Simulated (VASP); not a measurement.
# CaF2 (Fluorite) (Fm-3m) in VASP: a series of runs

Runs on CaF2 (Fluorite). Level: PBE+D3(BJ). Tasks: relaxation of the atoms.

All numbers are computed with VASP 6.6.1; they aren't measurements. Logs are shortened: lines on timing, memory, paths and dates and some standing lists are left out, and cuts for length are marked.

### 1 Starting point

Symmetry: Fm-3m, No. 225, cubic system. The conventional cell has a = 5.474 Å, b = 5.474 Å, c = 5.474 Å, α = 90.00°, β = 90.00°, γ = 90.00°. Ca (site symmetry m-3m) is surrounded by 8 F at 2.37 Å. F (site symmetry -43m) has 4 Ca at 2.37 Å as nearest neighbours.

### 2 Relaxation of the atoms, PBE+D3(BJ) (a relaxed cell with its volume scaled by 0.98)

Contents of INCAR:

```
PREC = Accurate ; ENCUT = 600
EDIFF = 1E-7 ; ISMEAR = 0
SIGMA = 0.03 ; LREAL = F
LASPH = T ; NELM = 80
ALGO = Normal ; ISIF = 2
LWAVE = F ; LCHARG = F
GGA = PE ; IVDW = 12
IBRION = 2 ; NSW = 40
EDIFFG = -0.01
```

Contents of KPOINTS:

```
Automatic mesh
0
Gamma
  8 8 8
```

Contents of POSCAR:

```
CaF2                                    
1.0
    0.0000000000      2.7185339617      2.7185339617
    2.7185339617      0.0000000000      2.7185339617
    2.7185339617      2.7185339617      0.0000000000
  Ca              F             
     1     2
Direct
     0.0000000000000000    0.0000000000000000    0.0000000000000000
     0.2500000000000000    0.2500000000000000    0.2500000000000000
     0.7500000000000000    0.7500000000000000    0.7500000000000000
```

Potentials or basis: VASP PAW PBE potentials, release 64 (Ca_sv, F).

Started as:

```console
> cat potpaw_PBE.64/Ca_sv/POTCAR potpaw_PBE.64/F/POTCAR > POTCAR
> mpirun -np 1 vasp_std > vasp.out
```

OUTCAR:

```text
PREC = Accurate
   ENCUT = 600
   EDIFF = 1E-7
   ISMEAR = 0
   LREAL = F
   LASPH = T
   NELM = 80
   ISIF = 2
   GGA = PE
   IVDW = 12
   IBRION = 2
   NSW = 40
   EDIFFG = -0.01
 IVDW          = 12

 ion  position               nearest neighbor table
   1  0.000  0.000  0.000-   3 2.35   2 2.35   3 2.35   2 2.35   3 2.35   3 2.35   2 2.35   2 2.35

   2  0.250  0.250  0.250-   1 2.35   1 2.35   1 2.35   1 2.35
   3  0.750  0.750  0.750-   1 2.35   1 2.35   1 2.35   1 2.35

  LATTYP: Found a face centered cubic cell.
 ALAT       =     5.4370679234

  Lattice vectors:

 A1 = (   0.0000000000,   2.7185339617,   2.7185339617)
 A2 = (   2.7185339617,   0.0000000000,   2.7185339617)
 A3 = (   2.7185339617,   2.7185339617,   0.0000000000)

Analysis of symmetry for initial positions (statically):
=====================================================================
 Subroutine PRICEL returns:
 Original cell was already a primitive cell.

 Routine SETGRP: Setting up the symmetry group for a
 face centered cubic supercell.

 Subroutine GETGRP returns: Found 48 space group operations
 (whereof 48 operations were pure point group operations)
 out of a pool of 48 trial point group operations.

The static configuration has the point symmetry O_h .

Analysis of symmetry for dynamics (positions and initial velocities):
=====================================================================
 Subroutine PRICEL returns:
 Original cell was already a primitive cell.

 Routine SETGRP: Setting up the symmetry group for a
 face centered cubic supercell.

 Subroutine GETGRP returns: Found 48 space group operations
 (whereof 48 operations were pure point group operations)
 out of a pool of 48 trial point group operations.

The dynamic configuration has the point symmetry O_h .

 Subroutine INISYM returns: Found 48 space group operations
 (whereof 48 operations are pure point group operations),
 and found     1 'primitive' translations

----------------------------------------------------------------------------------------

                                     Primitive cell

  volume of cell :      40.1823

  direct lattice vectors                    reciprocal lattice vectors
     0.000000000  2.718533962  2.718533962    -0.183922661  0.183922661  0.183922661
     2.718533962  0.000000000  2.718533962     0.183922661 -0.183922661  0.183922661
     2.718533962  2.718533962  0.000000000     0.183922661  0.183922661 -0.183922661

  length of vectors
     3.844587598  3.844587598  3.844587598     0.318563393  0.318563393  0.318563393

  position of ions in fractional coordinates (direct lattice)
     0.000000000  0.000000000  0.000000000
     0.250000000  0.250000000  0.250000000
     0.750000000  0.750000000  0.750000000

  ion indices of the primitive-cell ions
   primitive index   ion index
                 1           1
                 2           2
                 3           3

----------------------------------------------------------------------------------------

 KPOINTS: Automatic mesh

Automatic generation of k-mesh.
 Grid dimensions read from file:
 generate k-points for:    8    8    8

 Generating k-lattice:

  Cartesian coordinates                     Fractional coordinates (reciprocal lattice)
    -0.022990333  0.022990333  0.022990333     0.125000000  0.000000000  0.000000000
     0.022990333 -0.022990333  0.022990333     0.000000000  0.125000000  0.000000000
     0.022990333  0.022990333 -0.022990333     0.000000000  0.000000000  0.125000000

  Length of vectors
     0.039820424  0.039820424  0.039820424

  Shift w.r.t. Gamma in fractional coordinates (k-lattice)
     0.000000000  0.000000000  0.000000000

 Subroutine IBZKPT returns following result:
 ===========================================

 Found     29 irreducible k-points:

 Following reciprocal coordinates:
            Coordinates               Weight
  0.000000  0.000000  0.000000      1.000000
  0.125000  0.000000  0.000000      8.000000
  0.250000  0.000000  0.000000      8.000000
  0.375000  0.000000  0.000000      8.000000
  0.500000  0.000000  0.000000      4.000000
  0.125000  0.125000  0.000000      6.000000
[... 16 lines left out ...]
  0.500000  0.250000  0.125000     48.000000
 -0.375000  0.250000  0.125000     24.000000
 [... further k-points ...]
   k-points           NKPTS =     29   k-points in BZ     NKDIM =     29   number of bands    NBANDS=     16
   number of dos      NEDOS =    301   number of ions     NIONS =      3
   total plane-waves  NPLWV =  32768
   dimension x,y,z NGX =    32 NGY =   32 NGZ =   32
   dimension x,y,z NGXF=    64 NGYF=   64 NGZF=   64
   ions per type =               1   2
   NGX,Y,Z   is equivalent  to a cutoff of  13.84, 13.84, 13.84 a.u.
   NGXF,Y,Z  is equivalent  to a cutoff of  27.67, 27.67, 27.67 a.u.
 SYSTEM =  unknown system
   PREC   = accura    normal or accurate (medium, high low for compatibility)
   ISTART =      0    job   : 0-new  1-cont  2-samecut
   ICHARG =      2    charge: 1-file 2-atom 10-const
   ISPIN  =      1    spin polarized calculation?
   LNONCOLLINEAR =      F non collinear calculations
   LSORBIT =      F    spin-orbit coupling
   LASPH  =      T    aspherical Exc in radial PAW
   ENCUT  =  600.0 eV  44.10 Ry    6.64 a.u.   7.68  7.68  7.68*2*pi/ulx,y,z
   NELM   =     80;   NELMIN=  2; NELMDL= -5     # of ELM steps
   EDIFF  = 0.1E-06   stopping-criterion for ELM
   LREAL  =      F    real-space projection
   EDIFFG = -.1E-01   stopping-criterion for IOM
   NSW    =     40    number of steps for IOM
   IBRION =      2    ionic relax: 0-MD 1-quasi-New 2-CG
   NFREE  =      1    steps in history (QN), initial steepest desc. (CG)
   ISIF   =      2    stress and relaxation
   ISYM   =      2    0-nonsym 1-usesym 2-fastsym
   POTIM  = 0.5000    time-step for ionic-motion
   TEBEG  =    0.0;   TEEND  =   0.0 temperature during run
   PSTRESS=    0.0 pullay stress
   NELECT =      24.0000    total number of electrons
   NUPDOWN=      -1.0000    fix difference up-down
   EMIN   =  10.00;   EMAX   =-10.00  energy-range for DOS
   EFERMI =   0.00;   METHOD = LEGACY
   ISMEAR =     0;   SIGMA  =   0.03  broadening in eV -4-tet -1-fermi 0-gaus
   EFERMI_NEDOS =   21; number of points for ismear=-14 and -15
   IALGO  =     38    algorithm
   IMIX   =      4    mixing-type and parameters
     AMIX     =   0.40;   BMIX     =  1.00
     AMIX_MAG =   1.60;   BMIX_MAG =  1.00
  volume/ion in A,a.u.               =      13.39        90.39
  Fermi-wavevector in a.u.,A,eV,Ry     =   1.378692  2.605349 25.861828  1.900791
  Thomas-Fermi vector in A             =   2.503730
   LORBIT       =      0    0 simple, 1 ext, 2 COOP (PROOUT), +10 PAW based schemes
   GGA     = PE    functional components
   LHFCALC =     F    Hartree Fock is set to
   AEXX    =    0.0000 exact exchange contribution
   IVDW    =    12    specifies the selected vdW correction
   LEPSILON=     F    determine dielectric tensor
   LRPA    =     F    only Hartree local field effects (RPA)
 conjugate gradient relaxation of ions
 non-spin polarized calculation
 Gauss-broadening in eV      SIGMA  =   0.03
  energy-cutoff  :      600.00
  volume of cell :       40.18
 maximum number of plane-waves:      1363
   NGX = 15   NGY = 15   NGZ = 15

 number of electron      23.9999986 magnetization

 Free energy of the ion-electron system (eV)
  ---------------------------------------------------
  ext. energy  EPLUGINS =         0.00000000
  ---------------------------------------------------
  free energy    TOTEN  =       -17.32164474 eV

  energy without entropy =      -17.32164474  energy(sigma->0) =      -17.32164474

 E-fermi :  -0.7005     XC(G=0):  -9.6995

 val. band max:       -0.8966143388   @ k =   0.5000   0.5000   0.0000
 cond. band min:       6.4646829929   @ k =   0.0000   0.0000   0.0000
 fundamental gap:      7.3612973317
 Fermi energy:        -0.7004830469

 k-point     1 :       0.0000    0.0000    0.0000
  band No.  band energies     occupation
      1     -36.8550      2.00000
      2     -20.8658      2.00000
      3     -20.0729      2.00000
      4     -17.7942      2.00000
      5     -17.7942      2.00000
      6     -17.7942      2.00000
[... 8 lines left out ...]
     15       8.3240      0.00000
     16      10.4393      0.00000

 k-point     2 :       0.1250    0.0000    0.0000
  band No.  band energies     occupation
      1     -36.8497      2.00000
      2     -20.9063      2.00000
      3     -20.1136      2.00000
      4     -17.8008      2.00000
      5     -17.8008      2.00000
      6     -17.7243      2.00000
[... 8 lines left out ...]
     15       8.3581      0.00000
     16      10.2868      0.00000

 k-point     3 :       0.2500    0.0000    0.0000
  band No.  band energies     occupation
      1     -36.8369      2.00000
      2     -20.9748      2.00000
      3     -20.2451      2.00000
      4     -17.8165      2.00000
      5     -17.8165      2.00000
      6     -17.5479      2.00000
[... 8 lines left out ...]
     15       8.4387      0.00000
     16      10.0462      0.00000

 k-point     4 :       0.3750    0.0000    0.0000
  band No.  band energies     occupation
      1     -36.8241      2.00000
      2     -20.9998      2.00000
      3     -20.4208      2.00000
      4     -17.8321      2.00000
      5     -17.8321      2.00000
      6     -17.3651      2.00000
[... 8 lines left out ...]
     15       8.5782      0.00000
     16       9.9885      0.00000
[... 324 lines left out ...]
 k-point    22 :       0.3750    0.2500    0.1250
  band No.  band energies     occupation
      1     -36.8274      2.00000
      2     -21.0230      2.00000
      3     -20.3390      2.00000
      4     -17.8396      2.00000
      5     -17.7751      2.00000
      6     -17.4614      2.00000
[... 8 lines left out ...]
     15       8.8615      0.00000
     16       9.6451      0.00000

 k-point    23 :       0.5000    0.2500    0.1250
  band No.  band energies     occupation
      1     -36.8171      2.00000
      2     -20.9908      2.00000
      3     -20.5469      2.00000
      4     -17.8572      2.00000
      5     -17.6826      2.00000
      6     -17.3970      2.00000
[... 8 lines left out ...]
     15       9.1264      0.00000
     16       9.4876      0.00000

 k-point    24 :      -0.3750    0.2500    0.1250
  band No.  band energies     occupation
      1     -36.8128      2.00000
      2     -20.9225      2.00000
      3     -20.6901      2.00000
      4     -17.8650      2.00000
      5     -17.6349      2.00000
      6     -17.3758      2.00000
[... 8 lines left out ...]
     15       9.0438      0.00000
     16       9.5017      0.00000

 [... further k-points ...]

------------------------ aborting loop because EDIFF is reached ----------------------------------------

 Edisp (eV)   -0.47621

 E8    (eV) :    -0.1992

  FORCE on cell =-STRESS in cart. coord.  units (eV):
  Direction    XX          YY          ZZ          XY          YZ          ZX
  --------------------------------------------------------------------------------------
  -------------------------------------------------------------------------------------
  Total       0.42394     0.42394     0.42394    -0.00000    -0.00000    -0.00000
  in kB      16.90356    16.90356    16.90356    -0.00000    -0.00000    -0.00000
  external pressure =       16.90 kB  Pullay stress =        0.00 kB

 VOLUME and BASIS-vectors are now :
 -----------------------------------------------------------------------------
  energy-cutoff  :      600.00
  volume of cell :       40.18
      direct lattice vectors                 reciprocal lattice vectors
     0.000000000  2.718533962  2.718533962    -0.183922661  0.183922661  0.183922661
     2.718533962  0.000000000  2.718533962     0.183922661 -0.183922661  0.183922661
     2.718533962  2.718533962  0.000000000     0.183922661  0.183922661 -0.183922661

 POSITION                                       TOTAL-FORCE (eV/Angst)
 -----------------------------------------------------------------------------------
      0.00000      0.00000      0.00000        -0.000000      0.000000     -0.000000
      1.35927      1.35927      1.35927        -0.000000      0.000000     -0.000000
      4.07780      4.07780      4.07780         0.000000     -0.000000      0.000000
 -----------------------------------------------------------------------------------
    total drift:                                0.000000     -0.000000      0.000000

  FREE ENERGIE OF THE ION-ELECTRON SYSTEM (eV)
  ---------------------------------------------------
  free  energy   TOTEN  =       -17.7978535432 eV

  energy  without entropy=      -17.7978535432  energy(sigma->0) =      -17.79785354

 reached required accuracy - stopping structural energy minimisation
```

Run time: 14 s. Hardware: 1 thread of Intel Xeon 6975P-C (Granite Rapids), shared host; peak memory 0.19 GiB.

Results:

* Free energy: -17.7979 eV
* Pressure after relaxing: 1.7 GPa
* Band gap on the k mesh: 7.36 eV, indirect (least direct gap 7.62 eV)
* Dispersion energy per atom: -0.159 eV

Final structure:
```yaml
crystal:
  lattice:
    - [0.00000, 2.71853, 2.71853]
    - [2.71853, 0.00000, 2.71853]
    - [2.71853, 2.71853, 0.00000]
  atoms:
    - { symbol: Ca, position: [0.00000, 0.00000, 0.00000] }
    - { symbol: F, position: [0.25000, 0.25000, 0.25000] }
    - { symbol: F, position: [0.75000, 0.75000, 0.75000] }
```

Levels at points of the mesh, in eV from the valence-band top:
```tsv
k point	band 10	band 11	band 12	band 13	band 14	band 15
(0.00, 0.00, 0.00)	-0.26	-0.26	-0.26	7.36	9.22	9.22
(0.50, 0.00, 0.00)	-1.25	-0.84	-0.84	9.44	9.44	9.84
(0.50, 0.50, 0.00)	-0.37	-0.37	0.00	8.16	9.60	10.16
```

Caveat: the relaxation stopped at its first step, so nothing moved. A k mesh can miss the band edges.

[end of part 1 of 2]
